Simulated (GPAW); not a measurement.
# TaN (P4_2/mmc) in GPAW: convergence with smearing width (eV)

Aim: find how far smearing width (eV) must go before the results for TaN settle, at PBEsol. This setting moves, with any that are tied to it; all else stays.

Program: GPAW 26.7.0. These are calculated values, not measurements. Logs are shortened: lines on timing, memory, paths and dates and some standing lists are left out, and cuts for length are marked. The log counts tension as positive stress, the text compression.

### Step 1. The crystal as given

The structure is tetragonal, space group P4_2/mmc (No. 131). Conventional cell: a = 3.663 Å, b = 3.663 Å, c = 4.560 Å, α = 90.00°, β = 90.00°, γ = 90.00°. Ta (site symmetry mmm) has 4 N at 2.16 Å as nearest neighbours. N (site symmetry -4m2) has 4 Ta at 2.16 Å and 2 N at 2.28 Å as nearest neighbours.

The cell comes from a database or a generator and needn't be the stable form of this composition.

### Step 2. With smearing width (eV) 0.5

The input, run.py:

```python
from ase import Atoms
from ase.dft.bandgap import bandgap
from ase.io import write
from ase.units import GPa
from gpaw import GPAW, PW, setup_paths

setup_paths.insert(0, '.')

atoms = Atoms(['Ta', 'Ta', 'N', 'N'],
              cell=[[3.66304048, 0.0, 0.0],
                    [0.0, 3.66304048, 0.0],
                    [0.0, 0.0, 4.56049398]],
              scaled_positions=[[0.0, 0.5, 0.0],
                                [0.5, 0.0, 0.5],
                                [0.0, 0.0, 0.25],
                                [0.0, 0.0, 0.75]],
              pbc=True)

calc = GPAW(mode=PW(800),
            xc='PBEsol',
            kpts={'size': (5, 5, 4), 'gamma': True},
            occupations={'name': 'fermi-dirac', 'width': 0.5},
            nbands=34,
            convergence={'density': 1e-05, 'energy': 1e-05},
            maxiter=100,
            txt='gpaw.txt')
atoms.calc = calc
energy = atoms.get_potential_energy()
forces = atoms.get_forces()
stress = atoms.get_stress()
calc.write('gs.gpw')
write('result.traj', atoms)
print(f'Energy: {energy:.6f} eV')
print('Forces (eV/A):')
print(forces.round(4))
print('Stress (GPa):', (stress / GPa).round(3))
print('Fermi level:', round(calc.get_fermi_level(), 4), 'eV')
print(f'Gap: {bandgap(calc)[0]:.4f} eV, direct: {bandgap(calc, direct=True)[0]:.4f} eV')
```

Potentials or basis: PAW data sets generated in the run's folder for this functional, pw.

Command:

```bash
> gpaw-setup -f PBEsol N Ta
> OMP_NUM_THREADS=1 python run.py
```

gpaw.txt:

```text
__  _  _
 | _ |_)|_||  |
 |__||  | ||/\| - 26.7.0

Input parameters:
  mode=PW(ecut=800.0),
  convergence={'density': 1e-05, 'energy': 1e-05},
  kpts=MonkhorstPack(size=(5, 5, 4), gamma=True),
  maxiter=100,
  nbands=34,
  occupations=Occupations(name='fermi-dirac', width=0.5),
  xc=XC(name='PBEsol')

Diagonalizing LCAO Hamiltonian
Converting LCAO to pw mode
   .--------.
  /|        |
 * |        |
 | |        |
 N |        |
 | |  Ta    |
 | .--------.
 N/a       /
 *--------*

Atoms  # Å, Bohr magnetons
|   | symbol |        x |        y |        z |    initial magnetic moments |
|---|--------|----------|----------|----------|-----------------------------|
| 0 |     Ta | 0.000000 | 1.831520 | 0.000000 | ( 0.0000,  0.0000,  0.0000) |
| 1 |     Ta | 1.831520 | 0.000000 | 2.280247 | ( 0.0000,  0.0000,  0.0000) |
| 2 |      N | 0.000000 | 0.000000 | 1.140123 | ( 0.0000,  0.0000,  0.0000) |
| 3 |      N | 0.000000 | 0.000000 | 3.420370 | ( 0.0000,  0.0000,  0.0000) |

Unit cell  # Å
| periodic |        x |        y |        z |  lengths |    angles |
|----------|----------|----------|----------|----------|-----------|
|      yes | 3.663040 | 0.000000 | 0.000000 | 3.663040 | 90.000000 |
|      yes | 0.000000 | 3.663040 | 0.000000 | 3.663040 | 90.000000 |
|      yes | 0.000000 | 0.000000 | 4.560494 | 4.560494 | 90.000000 |

Number of symmetries: 8
Symmetry operations  # r_c * U_cc + t_c -> r_c
|   | kind |            matrix            |
|---|------|------------------------------|
| 0 |  E   |  1, 0, 0,  0, 1, 0,  0, 0, 1 |
| 1 |  σ   |  1, 0, 0,  0, 1, 0,  0, 0,-1 |
| 2 |  σ   |  1, 0, 0,  0,-1, 0,  0, 0, 1 |
| 3 |  C2  |  1, 0, 0,  0,-1, 0,  0, 0,-1 |
| 4 |  σ   | -1, 0, 0,  0, 1, 0,  0, 0, 1 |
| 5 |  C2  | -1, 0, 0,  0, 1, 0,  0, 0,-1 |
| 6 |  C2  | -1, 0, 0,  0,-1, 0,  0, 0, 1 |
| 7 |  i   | -1, 0, 0,  0,-1, 0,  0, 0,-1 |

BZ-sampling:
  Number of BZ points: 100
  Number of IBZ points: 27

  Monkhorst-Pack size: [5, 5, 4]
  Monkhorst-Pack shift: [0.0, 0.0, 0.125]

K-points  # in reciprocal-cell coordinates
|     |                                coordinates |     weight |
|-----|--------------------------------------------|------------|
|   0 | (  0.00000000,   0.00000000,   0.00000000) | 0.01000000 |
|   1 | (  0.00000000,   0.00000000,   0.25000000) | 0.02000000 |
|   2 | (  0.00000000,   0.00000000,   0.50000000) | 0.01000000 |
|   3 | (  0.00000000,   0.20000000,   0.00000000) | 0.02000000 |
|   4 | (  0.00000000,   0.20000000,   0.25000000) | 0.04000000 |
|   5 | (  0.00000000,   0.20000000,   0.50000000) | 0.02000000 |
|   6 | (  0.00000000,   0.40000000,   0.00000000) | 0.02000000 |
|   7 | (  0.00000000,   0.40000000,   0.25000000) | 0.04000000 |
|   8 | (  0.00000000,   0.40000000,   0.50000000) | 0.02000000 |
|   9 | (  0.20000000,   0.00000000,   0.00000000) | 0.02000000 |
| ... |                                            |            |
|  26 | (  0.40000000,   0.40000000,   0.50000000) | 0.04000000 |

Plane wave coefficients: 3165
Cutoff: 800.0 eV

Spin-components: 1 (collinear spins)
Bands:           34
Projectors:      22
Spin-degeneracy: 2
Datatype:        complex128

Parallelization:
  kpt:    1
  domain: 1
  band:   1

Density:
  Valence electrons: 36.0
  Components: 1
  Grid points: [24 24 30]
  Charge: 0.0  # |e|

Potential:
  Grid points: [24 24 30]

species:
  Ta:
    name:    Tantalum
    Z:       73.0
    valence: 13
    core:    60
    charge:  0.0  # [|e|]
    compensation charges:
      type: gauss
      rc: 0.42  # [Å]
      lmax: 2
    cutoffs:
      filter: 2.36  # [Å]
      core: 3.45  # [Å]
    projectors
    | kind |    occ | energy [eV] | rcut [Å] |
    |------|--------|-------------|----------|
    |   5s |  2.000 |     -72.818 |    1.365 |
    |   6s |  2.000 |      -5.457 |    1.365 |
    |   5p |  6.000 |     -39.444 |    1.349 |
    |   6p |  0.000 |      -1.369 |    1.349 |
    |   5d |  3.000 |      -3.632 |    1.307 |
    |    d |        |      23.579 |    1.307 |

    Using partial waves for Ta as LCAO basis

  N:
    name:    Nitrogen
    Z:       7.0
    valence: 5
    core:    2
    charge:  0.0  # [|e|]
    compensation charges:
      type: gauss
      rc: 0.18  # [Å]
      lmax: 2
    cutoffs:
      filter: 1.11  # [Å]
      core: 0.96  # [Å]
    projectors
    | kind |    occ | energy [eV] | rcut [Å] |
    |------|--------|-------------|----------|
    |   2s |  2.000 |     -18.455 |    0.603 |
    |   2p |  3.000 |      -7.035 |    0.529 |
    |    s |        |       8.756 |    0.603 |
    |    p |        |      20.177 |    0.529 |
    |    d |        |       0.000 |    0.577 |

    Using partial waves for N as LCAO basis

Reference energy: -851044.220797  # eV

eigensolver:
  PPCG
  Converge bands: occupied
  niter=2

density mixing:
  MSR1-Mixer
  Pratt-step length: 0.05
  Maximum mixing coefficient: 0.75
  Old densities: 10
  SVD Regularization: 0.005
  Good broyden scale: 1.0
  Trust region scale: 1.0
  Backstep threshold: 4.0
  History deletion threshold: 6.0
  Fourier metric: weight=20.0, sigma=0.015

occupation numbers:
  Fermi-Dirac:
    width: 0.5000  # eV

poisson solver:
  ecut: 6400.0  # eV

xc functional:
  name: PBEsol with 2 nearest neighbor stencil

convergence criteria:
- Maximum integral of absolute [dens]ity change: 1e-05 electrons / valence electron
- Maximum [total energy] change in last 3 cyles: 1e-05 eV / valence electron
- Maximum integral of absolute [eigenst]ate change: 4e-08 eV^2 / valence electron
maximum number of iterations: 100

SCF iterations
|iter     | |      energy | eigst |  dens |
|---------|-|-------------|-------|-------|
|iter:   1| |  -44.857710 | -0.06 |       |
|iter:   2| |  -42.719761 | -1.89 | -0.82 |
|iter:   3| |  -39.457486 | -1.03 | -0.89 |
|iter:   4| |  -39.149730 | -2.02 | -1.37 |
|iter:   5| |  -39.134639 | -2.70 | -1.68 |
|iter:   6| |  -39.131675 | -3.48 | -2.12 |
|iter:   7| |  -39.131612 | -4.90 | -2.92 |
|iter:   8| |  -39.131292 | -5.47 | -2.88 |
|iter:   9| |  -39.131500c| -6.36 | -3.51 |
|iter:  10| |  -39.131418c| -7.37 | -3.96 |
|iter:  11| |  -39.131402c| -7.43c| -4.57 |
|iter:  12| |  -39.131399c| -8.30c| -5.36c|

Converged in 12 steps
Energy contributions relative to reference atoms: (reference = -851044.220797)

Energy contributions:
  Kinetic:          -7.459921
  Coulomb:          -1.370819
  Zero:             -0.233002
  External:          0.000000
  Xc:              -29.060008
  Entropy:          -2.015297
  Spinorbit:         0.000000
  ----------------------------
  Free energy:     -40.139048
  Extrapolated:    -39.131399

dipole moment: (-31.392477, -31.392477, -16.407532)  # |e|*Ang

Fermi level: 8.869
Eigenvalues  # (at kpt = [0.000, 0.000, 0.000])
| band index |      eig [eV] | occ [0-2] |
|------------|---------------|-----------|
|          0 |       -59.830 |     2.000 |
|        ... |               |           |
|          9 |        -3.843 |     2.000 |
|         10 |         0.794 |     2.000 |
|         11 |         3.451 |     2.000 |
|         12 |         3.451 |     2.000 |
|         13 |         4.444 |     2.000 |
|         14 |         5.493 |     1.998 |
[... 8 lines left out ...]
|         23 |        12.744 |     0.001 |
|         24 |        13.783 |     0.000 |
|        ... |               |           |
|         33 |        22.208 |     0.000 |

No gap
No difference between direct/indirect transitions

Forces  # eV/Ang
|        x |       y |        z |
|----------|---------|----------|
|  0.00000 | 0.00000 |  0.00000 |  # Ta   0
| -0.00000 | 0.00000 |  0.00000 |  # Ta   1
|  0.00000 | 0.00000 |  0.00000 |  # N    2
|  0.00000 | 0.00000 | -0.00000 |  # N    3

Stress tensor  # eV/Ang^3
|        x |        y |        z |
|----------|----------|----------|
| 0.193600 | 0.000000 | 0.000000 |
| 0.000000 | 0.193600 | 0.000000 |
| 0.000000 | 0.000000 | 0.019996 |

# Writing to gs.gpw (mode='')
```

Run time: 50 s. Hardware: 1 thread of Arm Neoverse V2, shared host; peak memory 0.22 GiB.

What came out:

| Item | Value |
| --- | --- |
| Free energy | -40.1390 eV |
| Pressure | -21.7 GPa |
| Band gap on the k mesh | none (metal or under the smearing width) |

### Step 3. With smearing width (eV) 0.3

run.py: that of step 2 with these lines changed.

```diff
@@ -21,3 +21,3 @@
             kpts={'size': (5, 5, 4), 'gamma': True},
-            occupations={'name': 'fermi-dirac', 'width': 0.5},
+            occupations={'name': 'fermi-dirac', 'width': 0.3},
             nbands=34,
```

Potentials or basis: PAW data sets generated in the run's folder for this functional, pw.

Command:

```bash
> gpaw-setup -f PBEsol N Ta
> OMP_NUM_THREADS=1 python run.py
```

Run time: 50 s. Hardware: 1 thread of Arm Neoverse V2, shared host; peak memory 0.22 GiB.

What came out:

```yaml
Free_energy: -39.5169 eV
Pressure: -24.2 GPa
Band_gap_on_the_k_mesh: none (metal or under the smearing width)
```

### Step 4. With smearing width (eV) 0.2

run.py: that of step 3 with these lines changed.

```diff
@@ -21,3 +21,3 @@
             kpts={'size': (5, 5, 4), 'gamma': True},
-            occupations={'name': 'fermi-dirac', 'width': 0.3},
+            occupations={'name': 'fermi-dirac', 'width': 0.2},
             nbands=34,
```

Command:

```bash
> gpaw-setup -f PBEsol N Ta
> OMP_NUM_THREADS=1 python run.py
```

Wall time 50 s (1 thread of Arm Neoverse V2, shared host); peak memory 0.22 GiB.

It converged, with:

```yaml
Free_energy: -39.3425 eV
Pressure: -24.9 GPa
Band_gap_on_the_k_mesh: none (metal or under the smearing width)
```

### Step 5. With smearing width (eV) 0.15

run.py: that of step 4 with these lines changed.

```diff
@@ -21,3 +21,3 @@
             kpts={'size': (5, 5, 4), 'gamma': True},
-            occupations={'name': 'fermi-dirac', 'width': 0.2},
+            occupations={'name': 'fermi-dirac', 'width': 0.15},
             nbands=34,
```

Command:

```bash
> gpaw-setup -f PBEsol N Ta
> OMP_NUM_THREADS=1 python run.py
```

It took 50 s on 1 thread of Arm Neoverse V2, shared host; peak memory 0.22 GiB.

It converged, with:

* Free energy: -39.2866 eV
* Pressure: -25.2 GPa
* Band gap on the k mesh: none (metal or under the smearing width)

### Step 6. With smearing width (eV) 0.1

run.py: that of step 5 with these lines changed.

```diff
@@ -21,3 +21,3 @@
             kpts={'size': (5, 5, 4), 'gamma': True},
-            occupations={'name': 'fermi-dirac', 'width': 0.15},
+            occupations={'name': 'fermi-dirac', 'width': 0.1},
             nbands=34,
```

Potentials or basis: PAW data sets generated in the run's folder for this functional, pw.

Command:

```bash
> gpaw-setup -f PBEsol N Ta
> OMP_NUM_THREADS=1 python run.py
```

Run time: 50 s. Hardware: 1 thread of Arm Neoverse V2, shared host; peak memory 0.22 GiB.

It converged, with:

- Free energy: -39.2490 eV
- Pressure: -25.3 GPa
- Band gap on the k mesh: none (metal or under the smearing width)

### Step 7. With smearing width (eV) 0.05

run.py: that of step 6 with these lines changed.

```diff
@@ -21,3 +21,3 @@
             kpts={'size': (5, 5, 4), 'gamma': True},
-            occupations={'name': 'fermi-dirac', 'width': 0.1},
+            occupations={'name': 'fermi-dirac', 'width': 0.05},
             nbands=34,
```

Command:

```bash
> gpaw-setup -f PBEsol N Ta
> OMP_NUM_THREADS=1 python run.py
```

Run time: 52 s. Hardware: 1 thread of Arm Neoverse V2, shared host; peak memory 0.22 GiB.

Results (log left out):

```yaml
Free_energy: -39.2272 eV
Pressure: -25.4 GPa
Band_gap_on_the_k_mesh: none (metal or under the smearing width)
```

### Step 8. With smearing width (eV) 0.025

run.py: that of step 7 with these lines changed.

```diff
@@ -21,3 +21,3 @@
             kpts={'size': (5, 5, 4), 'gamma': True},
-            occupations={'name': 'fermi-dirac', 'width': 0.05},
+            occupations={'name': 'fermi-dirac', 'width': 0.025},
             nbands=34,
```

Command:

```bash
> gpaw-setup -f PBEsol N Ta
> OMP_NUM_THREADS=1 python run.py
```

It took 52 s on 1 thread of Arm Neoverse V2, shared host; peak memory 0.22 GiB.

Results (log left out):

| Property | Result |
| --- | --- |
| Free energy | -39.2211 eV |
| Pressure | -25.5 GPa |
| Band gap on the k mesh | none (metal or under the smearing width) |

### Step 9. With smearing width (eV) 0.01

run.py: that of step 8 with these lines changed.

```diff
@@ -21,3 +21,3 @@
             kpts={'size': (5, 5, 4), 'gamma': True},
-            occupations={'name': 'fermi-dirac', 'width': 0.025},
+            occupations={'name': 'fermi-dirac', 'width': 0.01},
             nbands=34,
```

Potentials or basis: PAW data sets generated in the run's folder for this functional, pw.

Command:

```bash
> gpaw-setup -f PBEsol N Ta
> OMP_NUM_THREADS=1 python run.py
```

Run time: 52 s. Hardware: 1 thread of Arm Neoverse V2, shared host; peak memory 0.22 GiB.

The run converged. Its results:

| Quantity | Value |
| --- | --- |
| Free energy | -39.2193 eV |
| Pressure | -25.5 GPa |
| Band gap on the k mesh | none (metal or under the smearing width) |

### Step 10. Summary

```csv
smearing width (eV),"energy less the tightest run, at zero smearing (meV/atom)",pressure (GPa),SCF cycles,CPU time (s),peak memory (GiB)
0.5,21.87,-21.75,12,50,0.22
0.3,7.51,-24.20,12,50,0.22
0.2,2.00,-24.92,12,50,0.22
0.15,0.49,-25.16,12,50,0.22
0.1,-0.23,-25.32,12,50,0.22
0.05,-0.18,-25.43,12,52,0.22
0.025,-0.01,-25.47,12,52,0.22
0.01,0.00,-25.49,12,52,0.22
```

Against the tightest run, the energy stays within 1 meV/atom from 0.15 on; the pressure stays within 0.1 GPa from 0.05 on. Narrower smearing needs a denser k mesh, so at a fixed mesh the narrowest width isn't the most accurate. The tightest run that finished is the yardstick and may itself not be fully converged.

Caveats: so large a pressure means that the cell lies far from this level's equilibrium, or that cutoff or potentials fall short.
